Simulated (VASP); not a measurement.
# Mg (Fm-3m) in VASP: single point with PBEsol

Aim: the single point of Mg with PBEsol.

Program: VASP 6.6.1. These are calculated values, not measurements. Logs are shortened: lines on timing, memory, paths and dates and some standing lists are left out, and cuts for length are marked.

## 1. Starting point

It takes space group Fm-3m (No. 225, cubic). The conventional cell has a = 4.497 Å, b = 4.497 Å, c = 4.497 Å, α = 90.00°, β = 90.00°, γ = 90.00°. Around Mg (site symmetry m-3m) lie 12 Mg at 3.18 Å.

The cell was built by a generator and needn't be a form met in nature.

## 2. Single point, PBEsol

INCAR reads:

```
SYSTEM = Mg
ALGO = Normal
EDIFF = 1E-7
ENCUT = 520
GGA = PS
ISIF = 2
ISMEAR = -1
LASPH = .TRUE.
LCHARG = .FALSE.
LREAL = .FALSE.
LWAVE = .FALSE.
NBANDS = 7
NELM = 100
PREC = Accurate
SIGMA = 0.13605693000000002
```

KPOINTS reads:

```
k-points
0
G
  13 13 13
  0 0 0
```

POSCAR reads:

```
Mg
1.0
    0.0000000000      2.2482785186      2.2482785186
    2.2482785186      0.0000000000      2.2482785186
    2.2482785186      2.2482785186      0.0000000000
Mg
1
Direct
    0.0000000000      0.0000000000      0.0000000000
```

Potentials or basis: VASP PAW PBE potentials, release 64 (Mg).

On the command line:

```console
cat potpaw_PBE.64/Mg/POTCAR > POTCAR
mpirun -np 1 vasp_std > vasp.out
```

OUTCAR:

```text
SYSTEM = Mg
   EDIFF = 1E-7
   ENCUT = 520
   GGA = PS
   ISIF = 2
   ISMEAR = -1
   LASPH = .TRUE.
   LREAL = .FALSE.
   NELM = 100
   PREC = Accurate

 ion  position               nearest neighbor table
   1  0.000  0.000  0.000-

  LATTYP: Found a face centered cubic cell.
 ALAT       =     4.4965570372

  Lattice vectors:

 A1 = (   0.0000000000,   2.2482785186,   2.2482785186)
 A2 = (   2.2482785186,   0.0000000000,   2.2482785186)
 A3 = (   2.2482785186,   2.2482785186,   0.0000000000)

Analysis of symmetry for initial positions (statically):
=====================================================================
 Subroutine PRICEL returns:
 Original cell was already a primitive cell.

 Routine SETGRP: Setting up the symmetry group for a
 face centered cubic supercell.

 Subroutine GETGRP returns: Found 48 space group operations
 (whereof 48 operations were pure point group operations)
 out of a pool of 48 trial point group operations.

The static configuration has the point symmetry O_h .

Analysis of symmetry for dynamics (positions and initial velocities):
=====================================================================
 Subroutine PRICEL returns:
 Original cell was already a primitive cell.

 Routine SETGRP: Setting up the symmetry group for a
 face centered cubic supercell.

 Subroutine GETGRP returns: Found 48 space group operations
 (whereof 48 operations were pure point group operations)
 out of a pool of 48 trial point group operations.

The dynamic configuration has the point symmetry O_h .

 Subroutine INISYM returns: Found 48 space group operations
 (whereof 48 operations are pure point group operations),
 and found     1 'primitive' translations

----------------------------------------------------------------------------------------

                                     Primitive cell

  volume of cell :      22.7290

  direct lattice vectors                    reciprocal lattice vectors
     0.000000000  2.248278519  2.248278519    -0.222392375  0.222392375  0.222392375
     2.248278519  0.000000000  2.248278519     0.222392375 -0.222392375  0.222392375
     2.248278519  2.248278519  0.000000000     0.222392375  0.222392375 -0.222392375

  length of vectors
     3.179545973  3.179545973  3.179545973     0.385194893  0.385194893  0.385194893

  position of ions in fractional coordinates (direct lattice)
     0.000000000  0.000000000  0.000000000

  ion indices of the primitive-cell ions
   primitive index   ion index
                 1           1

----------------------------------------------------------------------------------------

 KPOINTS: k-points

Automatic generation of k-mesh.
 Grid dimensions read from file:
 generate k-points for:   13   13   13

 Generating k-lattice:

  Cartesian coordinates                     Fractional coordinates (reciprocal lattice)
    -0.017107106  0.017107106  0.017107106     0.076923077  0.000000000  0.000000000
     0.017107106 -0.017107106  0.017107106     0.000000000  0.076923077  0.000000000
     0.017107106  0.017107106 -0.017107106     0.000000000  0.000000000  0.076923077

  Length of vectors
     0.029630376  0.029630376  0.029630376

  Shift w.r.t. Gamma in fractional coordinates (k-lattice)
     0.000000000  0.000000000  0.000000000

 Subroutine IBZKPT returns following result:
 ===========================================

 Found     84 irreducible k-points:

 Following reciprocal coordinates:
            Coordinates               Weight
  0.000000  0.000000  0.000000      1.000000
  0.076923  0.000000  0.000000      8.000000
  0.153846  0.000000  0.000000      8.000000
  0.230769  0.000000  0.000000      8.000000
  0.307692  0.000000  0.000000      8.000000
  0.384615  0.000000  0.000000      8.000000
[... 16 lines left out ...]
  0.384615  0.153846  0.000000     24.000000
  0.461538  0.153846  0.000000     24.000000
 [... further k-points ...]
   k-points           NKPTS =     84   k-points in BZ     NKDIM =     84   number of bands    NBANDS=      7
   number of dos      NEDOS =    301   number of ions     NIONS =      1
   total plane-waves  NPLWV =  13824
   dimension x,y,z NGX =    24 NGY =   24 NGZ =   24
   dimension x,y,z NGXF=    48 NGYF=   48 NGZF=   48
   ions per type =               1
   NGX,Y,Z   is equivalent  to a cutoff of  12.55, 12.55, 12.55 a.u.
   NGXF,Y,Z  is equivalent  to a cutoff of  25.10, 25.10, 25.10 a.u.
 SYSTEM =  Mg
   PREC   = accura    normal or accurate (medium, high low for compatibility)
   ISTART =      0    job   : 0-new  1-cont  2-samecut
   ICHARG =      2    charge: 1-file 2-atom 10-const
   ISPIN  =      1    spin polarized calculation?
   LNONCOLLINEAR =      F non collinear calculations
   LSORBIT =      F    spin-orbit coupling
   LASPH  =      T    aspherical Exc in radial PAW
   ENCUT  =  520.0 eV  38.22 Ry    6.18 a.u.   5.91  5.91  5.91*2*pi/ulx,y,z
   NELM   =    100;   NELMIN=  2; NELMDL= -5     # of ELM steps
   EDIFF  = 0.1E-06   stopping-criterion for ELM
   LREAL  =      F    real-space projection
   EDIFFG = 0.1E-05   stopping-criterion for IOM
   NSW    =      0    number of steps for IOM
   IBRION =     -1    ionic relax: 0-MD 1-quasi-New 2-CG
   NFREE  =      0    steps in history (QN), initial steepest desc. (CG)
   ISIF   =      2    stress and relaxation
   ISYM   =      2    0-nonsym 1-usesym 2-fastsym
   POTIM  = 0.5000    time-step for ionic-motion
   TEBEG  =    0.0;   TEEND  =   0.0 temperature during run
   PSTRESS=    0.0 pullay stress
   NELECT =       2.0000    total number of electrons
   NUPDOWN=      -1.0000    fix difference up-down
   EMIN   =  10.00;   EMAX   =-10.00  energy-range for DOS
   EFERMI =   0.00;   METHOD = LEGACY
   ISMEAR =    -1;   SIGMA  =   0.14  broadening in eV -4-tet -1-fermi 0-gaus
   EFERMI_NEDOS =   21; number of points for ismear=-14 and -15
   IALGO  =     38    algorithm
   IMIX   =      4    mixing-type and parameters
     AMIX     =   0.40;   BMIX     =  1.00
     AMIX_MAG =   1.60;   BMIX_MAG =  1.00
  volume/ion in A,a.u.               =      22.73       153.38
  Fermi-wavevector in a.u.,A,eV,Ry     =   0.728156  1.376016  7.213970  0.530212
  Thomas-Fermi vector in A             =   1.819559
   LORBIT       =      0    0 simple, 1 ext, 2 COOP (PROOUT), +10 PAW based schemes
   GGA     = PS    functional components
   LHFCALC =     F    Hartree Fock is set to
   AEXX    =    0.0000 exact exchange contribution
   IVDW    =     0    specifies the selected vdW correction
   LEPSILON=     F    determine dielectric tensor
   LRPA    =     F    only Hartree local field effects (RPA)
 non-spin polarized calculation
  energy-cutoff  :      520.00
  volume of cell :       22.73
 maximum number of plane-waves:       623
   NGX = 11   NGY = 11   NGZ = 11

 number of electron       2.0000000 magnetization

 Free energy of the ion-electron system (eV)
  ---------------------------------------------------
  ext. energy  EPLUGINS =         0.00000000
  ---------------------------------------------------
  free energy    TOTEN  =        -1.72386993 eV

  energy without entropy =       -1.69666124  energy(sigma->0) =       -1.71026558

 E-fermi :   2.6284     XC(G=0):  -8.5657

 val. band max:        2.6023218889   @ k =  -0.3077   0.3846   0.0769
 cond. band min:       2.7001515580   @ k =   0.4615   0.0769   0.0000
 fundamental gap:      0.0978296691
 Fermi energy:         2.6284384199

 k-point     1 :       0.0000    0.0000    0.0000
  band No.  band energies     occupation
      1      -4.3292      2.00000
      2      15.0388      0.00000
      3      15.0388      0.00000
      4      15.0388      0.00000
      5      17.0265      0.00000
      6      17.0265      0.00000
      7      17.0265      0.00000

 k-point     2 :       0.0769    0.0000    0.0000
  band No.  band energies     occupation
      1      -4.1968      2.00000
      2      13.1791      0.00000
      3      14.7528      0.00000
      4      14.7528      0.00000
      5      17.0031      0.00000
      6      17.5354      0.00000
      7      17.5354      0.00000

 k-point     3 :       0.1538    0.0000    0.0000
  band No.  band energies     occupation
      1      -3.8006      2.00000
      2      10.6373      0.00000
      3      14.2902      0.00000
      4      14.2902      0.00000
      5      16.6415      0.00000
      6      18.6422      0.00000
      7      18.6422      0.00000

 k-point     4 :       0.2308    0.0000    0.0000
  band No.  band energies     occupation
      1      -3.1440      2.00000
      2       8.1912      0.00000
      3      13.9405      0.00000
      4      13.9405      0.00000
      5      16.3059      0.00000
      6      17.4616      0.00000
      7      17.4616      0.00000

 k-point     5 :       0.3077    0.0000    0.0000
  band No.  band energies     occupation
      1      -2.2323      2.00000
      2       5.9189      0.00000
      3      13.7671      0.00000
      4      13.7671      0.00000
      5      16.1203      0.00000
      6      16.3455      0.00000
      7      16.3455      0.00000

 k-point     6 :       0.3846    0.0000    0.0000
  band No.  band energies     occupation
      1      -1.0738      2.00000
      2       3.8482      0.00026
      3      13.7747      0.00000
      4      13.7747      0.00000
      5      15.4665      0.00000
      6      15.4665      0.00000
      7      16.1122      0.00000

 k-point     7 :       0.4615    0.0000    0.0000
  band No.  band energies     occupation
      1       0.3110      2.00000
      2       2.0064      1.97954
      3      13.9043      0.00000
      4      13.9043      0.00000
      5      14.8988      0.00000
      6      14.8988      0.00000
      7      16.2091      0.00000
[... 121 lines left out ...]
 k-point    20 :       0.1538    0.1538    0.0000
  band No.  band energies     occupation
      1      -3.6250      2.00000
      2      12.2095      0.00000
      3      12.5776      0.00000
      4      12.5776      0.00000
      5      14.9128      0.00000
      6      16.1220      0.00000
      7      20.6246      0.00000

 k-point    21 :       0.2308    0.1538    0.0000
  band No.  band energies     occupation
      1      -3.1439      2.00000
      2      10.0973      0.00000
      3      12.0364      0.00000
      4      12.7081      0.00000
      5      13.9656      0.00000
      6      15.7950      0.00000
      7      20.8023      0.00000

 k-point    22 :       0.3077    0.1538    0.0000
  band No.  band energies     occupation
      1      -2.4053      2.00000
      2       7.7880      0.00000
      3      11.7123      0.00000
      4      12.1961      0.00000
      5      13.2337      0.00000
      6      16.8839      0.00000
      7      19.9987      0.00000

 k-point    23 :       0.3846    0.1538    0.0000
  band No.  band energies     occupation
      1      -1.4154      2.00000
      2       5.6157      0.00000
      3      11.3358      0.00000
      4      11.6066      0.00000
      5      12.9773      0.00000
      6      18.5235      0.00000
      7      18.9900      0.00000

 k-point    24 :       0.4615    0.1538    0.0000
  band No.  band energies     occupation
      1      -0.1845      2.00000
      2       3.6366      0.00121
      3      10.5305      0.00000
      4      11.7209      0.00000
      5      13.0595      0.00000
      6      18.1534      0.00000
      7      19.9024      0.00000

 [... further k-points ...]

------------------------ aborting loop because EDIFF is reached ----------------------------------------

  FORCE on cell =-STRESS in cart. coord.  units (eV):
  Direction    XX          YY          ZZ          XY          YZ          ZX
  --------------------------------------------------------------------------------------
  -------------------------------------------------------------------------------------
  Total       -0.0084575     -0.0084575     -0.0084575      0.0000000      0.0000000      0.0000000
  in kB       -0.5961697     -0.5961697     -0.5961697      0.0000000      0.0000000      0.0000000
  external PRESSURE =      -0.5961697 kB  Pullay stress =       0.0000000 kB

 VOLUME and BASIS-vectors are now :
 -----------------------------------------------------------------------------
  energy-cutoff  :      520.00
  volume of cell :       22.73
      direct lattice vectors                 reciprocal lattice vectors
     0.000000000  2.248278519  2.248278519    -0.222392375  0.222392375  0.222392375
     2.248278519  0.000000000  2.248278519     0.222392375 -0.222392375  0.222392375
     2.248278519  2.248278519  0.000000000     0.222392375  0.222392375 -0.222392375

 POSITION                                       TOTAL-FORCE (eV/Angst)
 -----------------------------------------------------------------------------------
      0.00000      0.00000      0.00000         0.000000     -0.000000      0.000000
 -----------------------------------------------------------------------------------
    total drift:                               -0.000000      0.000000      0.000000

  FREE ENERGIE OF THE ION-ELECTRON SYSTEM (eV)
  ---------------------------------------------------
  free  energy   TOTEN  =        -1.7238699298 eV

  energy  without entropy=       -1.6966612382  energy(sigma->0) =       -1.71026558
```

Run time: 4.7 s. Hardware: 1 thread of Intel Xeon Platinum 8488C (Sapphire Rapids), shared host; peak memory 0.14 GiB.

Results:

```yaml
Free_energy: -1.7239 eV
Pressure: -0.1 GPa
Band_gap_on_the_k_mesh: none (metal or under the smearing width)
```

Caveat: the PAW data sets were made with another functional, which shifts forces and pressure a little.
